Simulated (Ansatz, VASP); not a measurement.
Two plane-wave programs on SiO2 (Stishovite)

The input INCAR:

```
SYSTEM = SiO2
  ALGO = Normal
  EDIFF = 1E-6
  ENCUT = 520
  GGA = PE
  ISIF = 2
  ISMEAR = 0
  LASPH = .True.
  LCHARG = .True.
  LELF = .True.
  LREAL = .False.
  LVHAR = .True.
  LWAVE = .False.
  NBANDS = 25
  NELM = 80
  PREC = Accurate
  SIGMA = 0.01
```

The input KPOINTS:

```
k-points
0
Gamma
  6 6 8
  0 0 0
```

Contents of POSCAR:

```
SiO2
1.0
    4.1492943949      0.0000000000      0.0000000000
    0.0000000000      4.1492943949      0.0000000000
    0.0000000000      0.0000000000      2.6355745905
Si O
2 4
Direct
    0.0000000000      0.0000000000      0.0000000000
    0.5000000000      0.5000000000      0.5000000000
    0.3069760528      0.3069760528      0.0000000000
    0.1930239472      0.8069760528      0.5000000000
    0.6930239472      0.6930239472      0.0000000000
    0.8069760528      0.1930239472      0.5000000000
```

Input for Ansatz:

```yaml
crystal:
  lattice:
    - [4.1492943949, 0.0, 0.0]
    - [0.0, 4.1492943949, 0.0]
    - [0.0, 0.0, 2.6355745905]
  atoms:
    - { symbol: Si, position: [0.0, 0.0, 0.0] }
    - { symbol: Si, position: [0.5, 0.5, 0.5] }
    - { symbol: O, position: [0.3069760528, 0.3069760528, 0.0] }
    - { symbol: O, position: [0.1930239472, 0.8069760528, 0.5] }
    - { symbol: O, position: [0.6930239472, 0.6930239472, 0.0] }
    - { symbol: O, position: [0.8069760528, 0.1930239472, 0.5] }
kpoints:
  mp_grid: { grid: [6, 6, 8] }
hamiltonian:
  xc: pbe
scf:
  occupations: { method: fixed }
  n_extra_bands: 5
output:
  forces: true
  stress: true
  eigenvalues: true
```

Alike in both runs: task single point; functional PBE; k mesh 6 × 6 × 8; no spin polarisation.

|  | VASP | Ansatz |
| --- | --- | --- |
| version | VASP 6.6.1 | Ansatz 0.2.0 |
| potentials or method | VASP PAW PBE potentials, release 64 (Si, O) | plane waves, PAW |
| plane-wave cutoff (eV) | 520 | 420 |
| occupations | gaussian, width 0.01 eV | fixed |
| valence electrons in the cell | 32 | 32 |

|  | VASP | Ansatz | Ansatz less VASP |
| --- | --- | --- | --- |
| gap on the k mesh at the Fermi level (eV) | 6.14 | 6.15 | +0.010 |
| pressure (GPa) | 21.3 | 21.1 | -0.23 |
| largest component of the traceless stress (GPa) | 3.86 | 3.34 | -0.524 |
| rms of the force components (eV/Å) | 0.229 | 0.219 | -0.0104 |

Atom by atom the forces differ by 0.010 eV/Å (rms over components).

Caveats: so large a pressure means that the cell lies far from this level's equilibrium, or that cutoff or potentials fall short (VASP). A k mesh can miss the band edges. As with any semilocal functional, this PBE gap is likely too small.
